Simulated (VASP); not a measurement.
# Cr (I4/mmm) in VASP: a series of runs, part 2 of 2

VASP 6.6.1.

## (3) Single point, PBE (strain -0.040 along x and y, +0.000 along z, atoms carried along)

The input, INCAR:

```
SYSTEM = Cr
PREC     = Accurate       ! precision mode
ENCUT    = 520            ! plane-wave cutoff, eV
EDIFF    = 1E-6           ! SCF threshold, eV
ISMEAR   = 0              ! smearing method
SIGMA    = 0.15           ! smearing width, eV
LREAL    = .FALSE.        ! projectors in reciprocal space
LASPH    = .TRUE.         ! aspherical terms in the spheres
NELM     = 100            ! most SCF steps
ALGO     = Normal         ! electronic algorithm
ISIF     = 2              ! what is computed and relaxed
LWAVE    = .FALSE.        ! write WAVECAR
LCHARG   = .FALSE.        ! write CHGCAR
GGA      = PE             ! functional
NBANDS   = 12             ! bands
```

The input, KPOINTS:

```
regular mesh
0
G
  22 22 22
  0 0 0
```

The input, POSCAR:

```
Cr
1.0
    0.0000000000      1.7664000000      1.8400000000
    1.7664000000      0.0000000000      1.8400000000
    1.7664000000      1.7664000000      0.0000000000
Cr
1
Direct
    0.0000000000      0.0000000000      0.0000000000
```

Potentials or basis: VASP PAW PBE potentials, release 64 (Cr_pv).

Run with:

```bash
$ cat potpaw_PBE.64/Cr_pv/POTCAR > POTCAR
$ mpirun -np 1 vasp_std > vasp.out
```

OUTCAR:

```text
SYSTEM = Cr
   PREC = Accurate
   ENCUT = 520
   EDIFF = 1E-6
   ISMEAR = 0
   LREAL = .FALSE.
   LASPH = .TRUE.
   NELM = 100
   ISIF = 2
   GGA = PE

 ion  position               nearest neighbor table
   1  0.000  0.000  0.000-

  LATTYP: Found a body centered tetragonal cell.
 ALAT       =     2.4980668366
 C/A-ratio  =     1.4731391275

  Lattice vectors:

 A1 = (  -1.7664000000,   0.0000000000,   1.8400000000)
 A2 = (   1.7664000000,   0.0000000000,   1.8400000000)
 A3 = (   0.0000000000,   1.7664000000,  -1.8400000000)

Analysis of symmetry for initial positions (statically):
=====================================================================
 Subroutine PRICEL returns:
 Original cell was already a primitive cell.

 Routine SETGRP: Setting up the symmetry group for a
 body centered tetragonal supercell.

 Subroutine GETGRP returns: Found 16 space group operations
 (whereof 16 operations were pure point group operations)
 out of a pool of 16 trial point group operations.

The static configuration has the point symmetry D_4h.

Analysis of symmetry for dynamics (positions and initial velocities):
=====================================================================
 Subroutine PRICEL returns:
 Original cell was already a primitive cell.

 Routine SETGRP: Setting up the symmetry group for a
 body centered tetragonal supercell.

 Subroutine GETGRP returns: Found 16 space group operations
 (whereof 16 operations were pure point group operations)
 out of a pool of 16 trial point group operations.

The dynamic configuration has the point symmetry D_4h.

 Subroutine INISYM returns: Found 16 space group operations
 (whereof 16 operations are pure point group operations),
 and found     1 'primitive' translations

----------------------------------------------------------------------------------------

                                     Primitive cell

  volume of cell :      11.4822

  direct lattice vectors                    reciprocal lattice vectors
     0.000000000  1.766400000  1.840000000    -0.283061594  0.283061594  0.271739130
     1.766400000  0.000000000  1.840000000     0.283061594 -0.283061594  0.271739130
     1.766400000  1.766400000  0.000000000     0.283061594  0.283061594 -0.271739130

  length of vectors
     2.550640892  2.550640892  2.498066837     0.483828365  0.483828365  0.483828365

  position of ions in fractional coordinates (direct lattice)
     0.000000000  0.000000000  0.000000000

  ion indices of the primitive-cell ions
   primitive index   ion index
                 1           1

----------------------------------------------------------------------------------------

 KPOINTS: regular mesh

Automatic generation of k-mesh.
 Grid dimensions read from file:
 generate k-points for:   22   22   22

 Generating k-lattice:

  Cartesian coordinates                     Fractional coordinates (reciprocal lattice)
    -0.012866436  0.012866436  0.012351779     0.045454545  0.000000000  0.000000000
     0.012866436 -0.012866436  0.012351779     0.000000000  0.045454545  0.000000000
     0.012866436  0.012866436 -0.012351779     0.000000000  0.000000000  0.045454545

  Length of vectors
     0.021992198  0.021992198  0.021992198

  Shift w.r.t. Gamma in fractional coordinates (k-lattice)
     0.000000000  0.000000000  0.000000000

 Subroutine IBZKPT returns following result:
 ===========================================

 Found    834 irreducible k-points:

 Following reciprocal coordinates:
            Coordinates               Weight
  0.000000  0.000000  0.000000      1.000000
  0.045455  0.000000  0.000000      8.000000
  0.090909  0.000000  0.000000      8.000000
  0.136364  0.000000  0.000000      8.000000
  0.181818  0.000000  0.000000      8.000000
  0.227273  0.000000  0.000000      8.000000
[... 16 lines left out ...]
  0.500000  0.045455  0.000000      8.000000
 -0.454545  0.045455  0.000000      8.000000
 [... further k-points ...]
   k-points           NKPTS =    834   k-points in BZ     NKDIM =    834   number of bands    NBANDS=     12
   number of dos      NEDOS =    301   number of ions     NIONS =      1
   total plane-waves  NPLWV =   8000
   dimension x,y,z NGX =    20 NGY =   20 NGZ =   20
   dimension x,y,z NGXF=    40 NGYF=   40 NGZF=   40
   ions per type =               1
   NGX,Y,Z   is equivalent  to a cutoff of  13.04, 13.04, 13.31 a.u.
   NGXF,Y,Z  is equivalent  to a cutoff of  26.07, 26.07, 26.62 a.u.
 SYSTEM =  Cr
   PREC   = accura    normal or accurate (medium, high low for compatibility)
   ISTART =      0    job   : 0-new  1-cont  2-samecut
   ICHARG =      2    charge: 1-file 2-atom 10-const
   ISPIN  =      1    spin polarized calculation?
   LNONCOLLINEAR =      F non collinear calculations
   LSORBIT =      F    spin-orbit coupling
   LASPH  =      T    aspherical Exc in radial PAW
   ENCUT  =  520.0 eV  38.22 Ry    6.18 a.u.   4.74  4.74  4.64*2*pi/ulx,y,z
   NELM   =    100;   NELMIN=  2; NELMDL= -5     # of ELM steps
   EDIFF  = 0.1E-05   stopping-criterion for ELM
   LREAL  =      F    real-space projection
   EDIFFG = 0.1E-04   stopping-criterion for IOM
   NSW    =      0    number of steps for IOM
   IBRION =     -1    ionic relax: 0-MD 1-quasi-New 2-CG
   NFREE  =      0    steps in history (QN), initial steepest desc. (CG)
   ISIF   =      2    stress and relaxation
   ISYM   =      2    0-nonsym 1-usesym 2-fastsym
   POTIM  = 0.5000    time-step for ionic-motion
   TEBEG  =    0.0;   TEEND  =   0.0 temperature during run
   PSTRESS=    0.0 pullay stress
   NELECT =      12.0000    total number of electrons
   NUPDOWN=      -1.0000    fix difference up-down
   EMIN   =  10.00;   EMAX   =-10.00  energy-range for DOS
   EFERMI =   0.00;   METHOD = LEGACY
   ISMEAR =     0;   SIGMA  =   0.15  broadening in eV -4-tet -1-fermi 0-gaus
   EFERMI_NEDOS =   21; number of points for ismear=-14 and -15
   IALGO  =     38    algorithm
   IMIX   =      4    mixing-type and parameters
     AMIX     =   0.40;   BMIX     =  1.00
     AMIX_MAG =   1.60;   BMIX_MAG =  1.00
  volume/ion in A,a.u.               =      11.48        77.49
  Fermi-wavevector in a.u.,A,eV,Ry     =   1.661345  3.139488 37.553013  2.760069
  Thomas-Fermi vector in A             =   2.748425
   LORBIT       =      0    0 simple, 1 ext, 2 COOP (PROOUT), +10 PAW based schemes
   GGA     = PE    functional components
   LHFCALC =     F    Hartree Fock is set to
   AEXX    =    0.0000 exact exchange contribution
   IVDW    =     0    specifies the selected vdW correction
   LEPSILON=     F    determine dielectric tensor
   LRPA    =     F    only Hartree local field effects (RPA)
 non-spin polarized calculation
 Gauss-broadening in eV      SIGMA  =   0.15
  energy-cutoff  :      520.00
  volume of cell :       11.48
 maximum number of plane-waves:       323
   NGX =  9   NGY =  9   NGZ =  9

 number of electron      12.0000003 magnetization

 Free energy of the ion-electron system (eV)
  ---------------------------------------------------
  ext. energy  EPLUGINS =         0.00000000
  ---------------------------------------------------
  free energy    TOTEN  =        -9.13557779 eV

  energy without entropy =       -9.11613661  energy(sigma->0) =       -9.12585720

 E-fermi :  10.8292     XC(G=0): -13.6936

 val. band max:       10.8256962097   @ k =   0.3182   0.0455   0.1364
 cond. band min:      10.8299033309   @ k =  -0.3636   0.1364   0.0000
 fundamental gap:      0.0042071212
 Fermi energy:        10.8292430404

 k-point     1 :       0.0000    0.0000    0.0000
  band No.  band energies     occupation
      1     -31.5283      2.00000
      2     -31.5026      2.00000
      3     -31.5026      2.00000
      4       3.1889      2.00000
      5      10.0936      2.00000
      6      10.4796      1.99902
      7      10.4796      1.99902
      8      11.9497      0.00000
      9      12.4045      0.00000
     10      18.3517      0.00000
     11      30.8570      0.00000
     12      35.7856      0.00000
[... 331 lines left out ...]
 k-point    24 :      -0.4545    0.0455    0.0000
  band No.  band energies     occupation
      1     -32.4373      2.00000
      2     -31.6787      2.00000
      3     -31.5971      2.00000
      4       6.8169      2.00000
      5       9.9664      2.00000
      6      10.4715      1.99925
      7      11.3989      0.00000
      8      13.2996      0.00000
      9      13.8242      0.00000
     10      18.3446      0.00000
     11      20.7188      0.00000
     12      29.6670      0.00000

 [... further k-points ...]

------------------------ aborting loop because EDIFF is reached ----------------------------------------

  FORCE on cell =-STRESS in cart. coord.  units (eV):
  Direction    XX          YY          ZZ          XY          YZ          ZX
  --------------------------------------------------------------------------------------
  -------------------------------------------------------------------------------------
  Total        0.2802795      0.2802795      1.1096142      0.0000000     -0.0000000     -0.0000000
  in kB       39.1089338     39.1089338    154.8305505      0.0000000     -0.0000000     -0.0000000
  external PRESSURE =      77.6828060 kB  Pullay stress =       0.0000000 kB

 VOLUME and BASIS-vectors are now :
 -----------------------------------------------------------------------------
  energy-cutoff  :      520.00
  volume of cell :       11.48
      direct lattice vectors                 reciprocal lattice vectors
     0.000000000  1.766400000  1.840000000    -0.283061594  0.283061594  0.271739130
     1.766400000  0.000000000  1.840000000     0.283061594 -0.283061594  0.271739130
     1.766400000  1.766400000  0.000000000     0.283061594  0.283061594 -0.271739130

 POSITION                                       TOTAL-FORCE (eV/Angst)
 -----------------------------------------------------------------------------------
      0.00000      0.00000      0.00000         0.000000      0.000000      0.000000
 -----------------------------------------------------------------------------------
    total drift:                                0.000000      0.000000      0.000000

  FREE ENERGIE OF THE ION-ELECTRON SYSTEM (eV)
  ---------------------------------------------------
  free  energy   TOTEN  =        -9.1355777919 eV

  energy  without entropy=       -9.1161366125  energy(sigma->0) =       -9.12585720
```

It took 33 s on 1 thread of Intel Xeon 6975P-C (Granite Rapids), shared host; peak memory 0.22 GiB.

Results:

```
Free energy            : -9.1356 eV
Pressure               : 7.8 GPa
Band gap on the k mesh : none (metal or under the smearing width)
```

Caveat: the run has no spin polarisation, though such a crystal can be magnetic.

## (4) Single point, PBE (strain -0.080 along x and y, +0.080 along z, atoms carried along)

The input, INCAR:

```
SYSTEM = Cr
PREC = Accurate
ENCUT = 520
EDIFF = 1E-6
ISMEAR = 0
SIGMA = 0.15
LREAL = .False.
LASPH = .True.
NELM = 100
ALGO = Fast
ISIF = 2
LWAVE = .False.
LCHARG = .False.
GGA = PE
NBANDS = 12
```

The input, KPOINTS:

```
regular mesh
0
Gamma
  22 22 22
  0 0 0
```

The input, POSCAR:

```
Cr
1.0
    0.0000000000      1.6928000000      1.9872000000
    1.6928000000      0.0000000000      1.9872000000
    1.6928000000      1.6928000000      0.0000000000
Cr
1
Direct
    0.0000000000      0.0000000000      0.0000000000
```

Run with:

```bash
$ cat potpaw_PBE.64/Cr_pv/POTCAR > POTCAR
$ mpirun -np 1 vasp_std > vasp.out
```

Run time: 42 s. Hardware: 1 thread of Intel Xeon 6975P-C (Granite Rapids), shared host; peak memory 0.22 GiB.

It converged, with:

```yaml
Free_energy: -9.2164 eV
Pressure: 9.4 GPa
Band_gap_on_the_k_mesh: none (metal or under the smearing width)
```

Stress tensor (GPa, compression positive):
```
 4.96  0.00  0.00
 0.00  4.96  0.00
 0.00  0.00 18.28
```

Levels at points of the mesh, in eV from the Fermi level:
```csv
k point,band 4,band 5,band 6,band 7,band 8,band 9
"(0.00, 0.00, 0.00)",-7.87,-1.72,-0.09,-0.09,0.02,1.94
"(0.50, 0.00, 0.00)",-4.35,-1.58,-0.07,0.78,2.13,2.60
"(0.50, 0.50, 0.00)",-4.55,-3.57,1.31,2.54,2.61,2.61
"(0.50, 0.00, 0.50)",-4.63,-3.67,1.99,2.14,3.38,5.09
```

Caveat: the run has no spin polarisation, though such a crystal can be magnetic.

## (5) Single point, PBE (strain +0.080 along x and y, +0.000 along z, atoms carried along)

The input, INCAR:

```
SYSTEM = Cr
ALGO = Fast
EDIFF = 1E-7
ENCUT = 520
GGA = PE
ISIF = 2
ISMEAR = 0
LASPH = .TRUE.
LCHARG = .FALSE.
LREAL = .FALSE.
LWAVE = .FALSE.
NBANDS = 12
NELM = 100
PREC = Accurate
SIGMA = 0.15
```

The input, KPOINTS:

```
k-points
0
G
  22 22 22
  0 0 0
```

The input, POSCAR:

```
Cr
1.0
    0.0000000000      1.9872000000      1.8400000000
    1.9872000000      0.0000000000      1.8400000000
    1.9872000000      1.9872000000      0.0000000000
Cr
1
Direct
    0.0000000000      0.0000000000      0.0000000000
```

Run with:

```bash
$ cat potpaw_PBE.64/Cr_pv/POTCAR > POTCAR
$ mpirun -np 1 vasp_std > vasp.out
```

Run time: 64 s. Hardware: 1 thread of Intel Xeon 6975P-C (Granite Rapids), shared host; peak memory 0.25 GiB.

It converged, with:

| Item | Value |
| --- | --- |
| Free energy | -8.8577 eV |
| Pressure | -31.8 GPa |
| Band gap on the k mesh | none (metal or under the smearing width) |

Stress tensor (GPa, compression positive):
```
-27.16   0.00   0.00
  0.00 -27.16   0.00
  0.00   0.00 -41.03
```

Levels at points of the mesh, in eV from the Fermi level:
```csv
k point,band 3,band 4,band 5,band 6,band 7,band 8,band 9,band 10
"(0.00, 0.00, 0.00)",-42.74,-6.83,-0.53,-0.53,-0.03,0.62,1.17,7.26
"(0.50, 0.00, 0.00)",-42.78,-3.23,-0.75,-0.15,0.50,1.69,1.93,7.10
"(0.50, 0.50, 0.00)",-42.95,-3.15,-2.60,1.78,2.06,2.06,3.97,7.25
"(0.50, 0.00, 0.50)",-42.86,-3.22,-2.45,1.77,1.85,2.19,2.36,7.25
```

Caveat: the cell as given lies far from equilibrium; so large a pressure means that the cell lies far from this level's equilibrium, or that cutoff or potentials fall short; the run has no spin polarisation, though such a crystal can be magnetic.

## (6) Summary

| cell | gap on the mesh (eV) | pressure (GPa) |
| --- | --- | --- |
| strain -0.080 along x and y, +0.000 along z, atoms carried along | none | 35.6 |
| strain -0.040 along x and y, +0.000 along z, atoms carried along | none | 7.8 |
| strain -0.080 along x and y, +0.080 along z, atoms carried along | none | 9.4 |
| strain +0.080 along x and y, +0.000 along z, atoms carried along | none | -31.8 |

Alike in all rows: task single point; level PBE; potentials or basis VASP PAW PBE potentials, release 64 (Cr_pv); no spin polarisation; k mesh 22 × 22 × 22; cutoff (eV) 520; smearing gaussian 0.15 eV.

Caveats: the run has no spin polarisation, though such a crystal can be magnetic; so large a pressure means that the cell lies far from this level's equilibrium, or that cutoff or potentials fall short (some runs); the cell as given lies far from equilibrium (some runs).

Absolute energies hang on the potentials; compare differences alone.
